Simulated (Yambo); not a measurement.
BeS, 2 atoms in the cell. It takes space group F-43m (No. 216, cubic). Conventional cell: a = 4.850 Å, b = 4.850 Å, c = 4.850 Å, α = 90.00°, β = 90.00°, γ = 90.00°. Around S (site symmetry -43m) lie 4 Be at 2.10 Å. Be (site symmetry -43m) is surrounded by 4 S at 2.10 Å. 

- Program: Yambo 5.3.0
- Task: optical spectrum
- Functional: PBEsol
- Potentials or basis: PseudoDojo 0.4.1 SR PBEsol standard
- Cutoff: 1197 eV
- Density cutoff: 4789 eV
- k mesh: 16 × 16 × 16
- Occupations: fixed
- Spin: no spin polarisation
- k mesh of the self-consistent run: 16 × 16 × 16
- Direction of the field or of q to 0: z
- Broadening: 0.1 eV
- Kernel: long-range correction
- Top of the energy range: 30 eV
- Energy points: 300
- Strength of the long-range kernel: -0.3
- Correction of the levels: none
- Bands in the response: 30
- Cutoff of the response matrix: 3 Ry

Potentials or basis: PseudoDojo 0.4.1 SR PBEsol standard.

Launch:

```bash
$ OMP_NUM_THREADS=1 pw.x -in scf.in > scf.out
$ OMP_NUM_THREADS=1 pw.x -in nscf.in > nscf.out
$ cd tmp/pwscf.save; p2y; mv SAVE ../..; cd ../..
$ OMP_NUM_THREADS=1 yambo
$ OMP_NUM_THREADS=1 yambo -F optics5.in -J optics5 -C optics5_out
```

Hardware: 1 thread of Intel(R) Xeon(R) Platinum 8488C (Sapphire Rapids) (shared host).

Estimate the wall time of this run.

Run time: 3 min on 1 thread of Intel(R) Xeon(R) Platinum 8488C (Sapphire Rapids), on a shared host.
